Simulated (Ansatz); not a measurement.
**HfO2 (Fm-3m): relaxation of cell and ions**

What cell does HfO2 (Fm-3m) relax to? Aim: a relaxation of cell and ions, for HfO2 (Fm-3m), run from a script.

Computed with Ansatz 0.2.0 through its Python package. Level of theory: DFT PBE, plane waves, PAW.

## Step 1: The structure

The structure is cubic, space group Fm-3m (No. 225). The conventional cell has a = 5.115 Å, b = 5.115 Å, c = 5.115 Å, α = 90.00°, β = 90.00°, γ = 90.00°. Hf (site symmetry m-3m) is surrounded by 8 O at 2.21 Å. Around O (site symmetry -43m) lie 4 Hf at 2.21 Å.

No structure file is read: the coordinates are typed or built in the script.

## Step 2: Script

vcrelax.py

```python
"""Variable-cell relaxation of HfO2."""

import json
import logging
import sys

import ansatz as az
from ase import Atoms
from ase.neighborlist import neighbor_list
import numpy as np

logging.basicConfig(stream=sys.stdout, format="%(name)s: %(message)s")
logger = logging.getLogger("ansatz_job")
logger.setLevel(logging.INFO)

CUTOFF_EV = 420
SMEARING = "fixed"
FMAX = 0.05

def edges_and_angles(cell):
    cell = np.asarray(cell)
    a, b, c = np.linalg.norm(cell, axis=1)
    cosines = cell[1] @ cell[2] / (b * c), cell[0] @ cell[2] / (a * c), cell[0] @ cell[1] / (a * b)
    return (a, b, c, *np.degrees(np.arccos(cosines)))

lattice = az.Lattice.of(
    (0.0, 2.5575, 2.5575),
    (2.5575, 0.0, 2.5575),
    (2.5575, 2.5575, 0.0),
)
sites = [
    ("Hf", (0.0, 0.0, 0.0)),
    ("O", (0.25, 0.25, 0.25)),
    ("O", (0.75, 0.75, 0.75)),
]
xtal = az.Crystal(lattice=lattice)
for symbol, position in sites:
    xtal = xtal.atom(symbol, position)

# a pressure is positive in compression
calc = (
    xtal.calculation()
    .basis(CUTOFF_EV)
    .occupations(SMEARING)
    .kpoints(8)
    .relax(force_tolerance=FMAX, pressure=2)
    .band_table()
    .density_of_states(method="smearing", broadening_width=0.2, nscf_kmesh_spacing=0.14)
)
outcome = calc.run(events_out="events.ndjson")
with open("events.ndjson") as stream:
    events = [json.loads(line) for line in stream]
steps = [e["data"] for e in events if e["event"] == "relax_step"]
report = outcome.report
logger.info("step   energy (eV)     max comp. (eV/A)   P (GPa)  SCF")
for s in steps:
    logger.info(f"{s['step']:4d} {s['lagrangian_ev']:15.5f} {s['allowed_force_max_ev_ang']:12.4f} {s['pressure_gpa']:10.3f} {s['n_scf']:5d}")

first, last = steps[0], steps[-1]
symbols = [site.symbol for site in outcome.lattice.sites]
logger.info(f"energy gained {first['lagrangian_ev'] - last['lagrangian_ev']:.4f} eV in {len(steps) - 1} steps")
for label, vectors in (("before", first["cell_ang"]), ("after", outcome.lattice.cell_ang)):
    print(label, "a b c (A) {:.4f} {:.4f} {:.4f}  angles {:.2f} {:.2f} {:.2f}".format(*edges_and_angles(vectors)), f" V = {abs(np.linalg.det(vectors)):.3f} A^3")
print("final stress xx yy zz (GPa, compression positive):", np.round(np.diag(report["stress_gpa"]), 3) + 0.0)

final = Atoms(symbols, positions=last["positions_ang"], cell=outcome.lattice.cell_ang, pbc=True)
i, j, d = neighbor_list("ijd", final, 4.5)
logger.info("neighbours within 1.2 times the shortest distance of each atom (A)")
for atom in range(len(final)):
    near = [m for m in np.argsort(d) if i[m] == atom]
    shell = [m for m in near if d[m] < 1.2 * d[near[0]]]
    print(f"{symbols[atom]}{atom} ({len(shell)}):", ", ".join(f"{symbols[j[m]]} {d[m]:.3f}" for m in shell))

logger.info("atom   start x y z (A)              end x y z (A)")
for symbol, a, b in zip(symbols, first["positions_ang"], last["positions_ang"]):
    print(f"{symbol:3s}", " ".join(f"{v:8.4f}" for v in a), "  ", " ".join(f"{v:8.4f}" for v in b))

logger.info("relaxed fractional positions")
for site in outcome.lattice.sites:
    print(f"  {site.symbol:2s}", " ".join(f"{v % 1:8.5f}" for v in np.round(site.position_frac, 5)))

n_atoms = len(report["lattice"]["sites"])
print("F =", round(report["free_energy_ev"], 4), "eV for", n_atoms, "atoms")
print("E(sigma -> 0) =", round(report["energy_sigma0_ev"], 4), "eV, TS =", round(report["entropy_ts_ev"], 5), "eV")
print("closed by", report["closed_by"], "after", report["n_iterations"], "iterations")

# direct or indirect, as far as the mesh can tell
levels = np.array(report["eigenvalues_ev"])
filled = round(report["n_electrons"] / 2)
top, bottom = levels[:, filled - 1], levels[:, filled]
print("top of band", filled, "at k =", report["kpoints_frac"][top.argmax()], f"{top.max():.4f} eV")
print("bottom of band", filled + 1, "at k =", report["kpoints_frac"][bottom.argmin()], f"{bottom.min():.4f} eV")
logger.info(f"gap by band count {bottom.min() - top.max():.3f} eV, least direct gap {(bottom - top).min():.3f} eV")

dos = outcome.density_of_states()
energy = np.asarray(dos.energies_ev) - dos.fermi_ev
top = min(levels[-1] for levels in report["eigenvalues_ev"]) - dos.fermi_ev  # the computed bands end here
total = np.asarray(dos.spin_summed_g_bin_mean_per_ev)
logger.info("E - E_F (eV)   states/eV")
for e in np.arange(-8, min(8, top), 1.0):
    logger.info(f"{e:8.1f} {np.interp(e, energy, total):12.3f}")
```

## Step 3: Launch

The run is started by

```console
$ python vcrelax.py
```

The log of the run:

```text
ansatz_job: step   energy (eV)     max comp. (eV/A)   P (GPa)  SCF
ansatz_job:    1    -16861.40742       0.0000     -2.461     6
ansatz_job:    2    -16861.40996       0.0000      3.206     6
ansatz_job:    3    -16861.41159       0.0000      1.967     4
ansatz_job:    4    -16861.40902       0.0000      1.820     7
ansatz_job:    5    -16861.40888       0.0000      1.997     4
ansatz_job:    6    -16861.40878       0.0000      1.993     6
ansatz_job: energy gained 0.0014 eV in 5 steps
before a b c (A) 3.6169 3.6169 3.6169  angles 60.00 60.00 60.00  V = 33.456 A^3
after a b c (A) 3.5950 3.5950 3.5950  angles 60.00 60.00 60.00  V = 32.853 A^3
final stress xx yy zz (GPa, compression positive): [1.993 1.993 1.993]
ansatz_job: neighbours within 1.2 times the shortest distance of each atom (A)
Hf0 (8): O 2.201, O 2.201, O 2.201, O 2.201, O 2.201, O 2.201, O 2.201, O 2.201
O1 (10): Hf 2.201, Hf 2.201, Hf 2.201, Hf 2.201, O 2.542, O 2.542, O 2.542, O 2.542, O 2.542, O 2.542
O2 (10): Hf 2.201, Hf 2.201, Hf 2.201, Hf 2.201, O 2.542, O 2.542, O 2.542, O 2.542, O 2.542, O 2.542
ansatz_job: atom   start x y z (A)              end x y z (A)
Hf    0.0000   0.0000   0.0000      0.0000   0.0000   0.0000
O     1.2788   1.2788   1.2788      1.2710   1.2710   1.2710
O     3.8363   3.8363   3.8363      3.8130   3.8130   3.8130
ansatz_job: relaxed fractional positions
  Hf  0.00000  0.00000  0.00000
  O   0.25000  0.25000  0.25000
  O   0.75000  0.75000  0.75000
F = -16861.4088 eV for 3 atoms
E(sigma -> 0) = -16861.4088 eV, TS = 0.0 eV
closed by deck_thresholds after 6 iterations
top of band 19 at k = [0.0, -0.5, -0.5] 15.8902 eV
bottom of band 20 at k = [0.0, -0.5, -0.5] 19.6560 eV
ansatz_job: gap by band count 3.766 eV, least direct gap 3.766 eV
ansatz_job: E - E_F (eV)   states/eV
ansatz_job:     -8.0        0.000
ansatz_job:     -7.0        0.000
ansatz_job:     -6.0        0.373
ansatz_job:     -5.0        2.670
ansatz_job:     -4.0        2.429
ansatz_job:     -3.0        1.283
ansatz_job:     -2.0        2.246
ansatz_job:     -1.0        2.714
ansatz_job:      0.0        0.192
ansatz_job:      1.0        0.000
ansatz_job:      2.0        0.000
ansatz_job:      3.0        0.000
ansatz_job:      4.0        0.610
ansatz_job:      5.0        2.636
ansatz_job:      6.0        0.030
ansatz_job:      7.0        3.363
```

It took 8.5 s on 1 thread of Intel Xeon Platinum 8488C (Sapphire Rapids), shared host; peak memory 0.45 GiB.

## Step 4: The run's own record

The report of the run holds:

```tsv
item	value
SCF cycles in all	33
k-points solved	29
plane waves	645
bands	23
valence electrons	38
free energy (eV)	-16861.40878
Fermi level (eV)	15.890
lowest empty less highest filled level on the mesh, by band count (eV)	3.766
pressure (GPa; positive when compressed)	1.99
```

## Step 5: Path of the relaxation

Relaxation path:

| step | E - E(step 1) (eV/cell) | largest force component (eV/Å) | pressure (GPa) | volume (Å³) |
| --- | --- | --- | --- | --- |
| 1 | 0.0000 | 0.0000 | -2.46 | 33.46 |
| 2 | -0.0025 | 0.0000 | 3.21 | 32.72 |
| 3 | -0.0042 | 0.0000 | 1.97 | 32.88 |
| 4 | -0.0016 | 0.0000 | 1.82 | 32.88 |
| 5 | -0.0015 | 0.0000 | 2.00 | 32.85 |
| 6 | -0.0014 | 0.0000 | 1.99 | 32.85 |

Step 1 is the start. Steps 4, 6 each repeat the geometry before them on a plane-wave basis chosen anew, so the energy can jump there without any move.

Lengths and angles in the start's conventional setting:

«Before» is this run's own start.

|  | before | after | change |
| --- | --- | --- | --- |
| a (Å) | 5.115 | 5.084 | -0.6 % |
| b (Å) | 5.115 | 5.084 | -0.6 % |
| c (Å) | 5.115 | 5.084 | -0.6 % |
| volume (Å³/atom) | 11.15 | 10.95 | -1.8 % |
| shortest distance (Å) | 2.215 | 2.201 | -0.6 % |
| space group (0.01 Å) | Fm-3m | Fm-3m | same |

Forces and stress were held to the start's 48 operations: a distortion of lower symmetry was not tested.

Under a set pressure the enthalpy E + pV is minimised, so E itself may rise.

## Step 6: The same input on the command line

The engine's input of that run, saved to a file, gives the whole log.

input.yaml

```yaml
crystal:
  lattice:
    - [0.0, 2.5575, 2.5575]
    - [2.5575, 0.0, 2.5575]
    - [2.5575, 2.5575, 0.0]
  atoms:
    - { symbol: Hf, position: [0.0, 0.0, 0.0] }
    - { symbol: O, position: [0.25, 0.25, 0.25] }
    - { symbol: O, position: [0.75, 0.75, 0.75] }
basis:
  ecutwfc: 420.0
kpoints:
  mp_grid: { grid: [8, 8, 8] }
scf:
  occupations: { method: fixed }
relax:
  f_tol: 0.05
  cell: { p_target: 2.0 }
output:
  dos:
    method: { smearing: { sigma: 0.2 } }
    nscf_kmesh: { kspacing: 0.14 }
  eigenvalues: true
```

The run is started by

```console
$ ansatz run input.yaml --threads 1 --pin off --max-ram 3072MiB --backend cpu --events-out ev --progress --plain --runs-dir out
```

The log of the run, shortened:

```text
Warning: RAYON_NUM_THREADS=1 ignored (pool sized by the plan → 1); use --threads N
[...]
Pseudopotentials: kind: paw
Pseudopotential: Hf, paw, valence charge 26, recommended cutoff 420 eV (normal), Hf.paw.azcp
Pseudopotential: O, paw, valence charge 6, recommended cutoff 420 eV (normal), O.paw.azcp
Functional definition: PBE
[...]
Crystal: 3 atoms, lattice volume = 33.456 Å³
Basis set: ecut = 420 eV, 645 PW (Γ), exchange–correlation on 50×50×50 points (8 copies of the dense FFT grid, shifted against one another)
Bands: 23, of which v1, the nominal top of the filled ones, is band 19 counted from 1 (18 counted from 0)
Symmetry: 48 space group operations
Space group: Fm-3m (ITA 225), of the structure as read, at distance tolerance 3.2e-5 Å
k-points: 29 of 512
[...]
SCF iter   1: F=—  HF=-16861.406326 eV  |F-HF|=—  |Δ(HF+E_count)|=         —  Δρ=2.41e-3  dr2=1.40e-3  ethr=1.77e-3  ⟨swp⟩=4.0  Hψ=2165  notcnv=0  defer=58
[...]
  atom   3  O      0.00000000    -0.00000000    -0.00000000
[...]
--- Stress (GPa, compression-positive) ---
        1.993097       0.000000      -0.000000
        0.000000       1.993097       0.000000
       -0.000000       0.000000       1.993097
  P = ⅓ Tr σ = 1.9931 GPa (19.931 kbar)
--- Band table (eV; the first three rows and the last of 29) ---
[... band rows left out ...]
[...]
--- Relaxed structure (4 steps of the walk, 4 accepted, 2 SCFs on fresh bases) ---
  F+E_penalty+E_count = -16861.40877811 eV   max|allowed force component| = 1.349e-17 eV/Å   (the final SCF, on the basis selected at the relaxed cell)
  cell:  # Å, volume = 32.8527 Å³
    - [3.503068272615722e-35, 2.5420290781842443, 2.5420290781842443]
    - [2.5420290781842443, 1.8152262867190538e-34, 2.5420290781842443]
    - [2.5420290781842443, 2.5420290781842443, -6.369215041119488e-35]
  atoms:
    - { symbol: Hf, position: [-3.254154449197183e-36, 9.19865504377584e-36, 4.103952472339699e-36] }
    - { symbol: O, position: [0.25, 0.25, 0.25] }
    - { symbol: O, position: [0.7499999999999999, 0.7499999999999999, 0.7499999999999999] }
```

It took 7.9 s on 1 thread of Intel Xeon Platinum 8488C (Sapphire Rapids), shared host; peak memory 0.37 GiB.

Script and command line differ by 0.000 meV in the energy.

## Step 7: Summary of results

| quantity | value |
| --- | --- |
| free energy | -16861.4088 eV (-5620.4696 eV/atom) |
| moves of the relaxation | 3 |
| last largest force component | 0.0000 eV/Å |
| relaxed conventional cell | a = 5.084 Å, b = 5.084 Å, c = 5.084 Å, α = 90.00°, β = 90.00°, γ = 90.00° |
| space group at the end | Fm-3m |

What this shows: Over 3 moves the cell shrank by 1.8 % in volume under the 2 GPa asked, and the space group stayed Fm-3m. What to keep in mind:
- Spin is left out of this run.
- Forces vanish by symmetry, so the ions can't move, and the end may be a saddle.
- Part of the cell is held or a pressure is applied, so the end point needn't be the zero-pressure lattice.
- At a fixed pressure a relaxation lowers the enthalpy F + PV, while F alone can rise.
- With fixed filling the reported Fermi level is the top filled level among the k-points of the SCF.
- Energies along a relaxation are free energies. Rows at an unchanged volume are solved on a plane-wave basis chosen afresh for that cell, so the energy jumps there and such rows are no steps of the walk.
- Edges and angles that the script prints are those of the cell as typed, here a primitive one.
- Symmetry holds the cell in this phase, whether or not it is the stable one at this pressure.
- The crystal has a gap of about 3.77 eV on the mesh; any density of states at or just above the Fermi level is the tail of the broadening.
- No functional is typed, so the default, PBE, holds.
- The computed bands are complete only to about 7.0 eV above the Fermi level; beyond that the density of states is undercounted. Spin-orbit coupling is left out, though heavy elements are present.
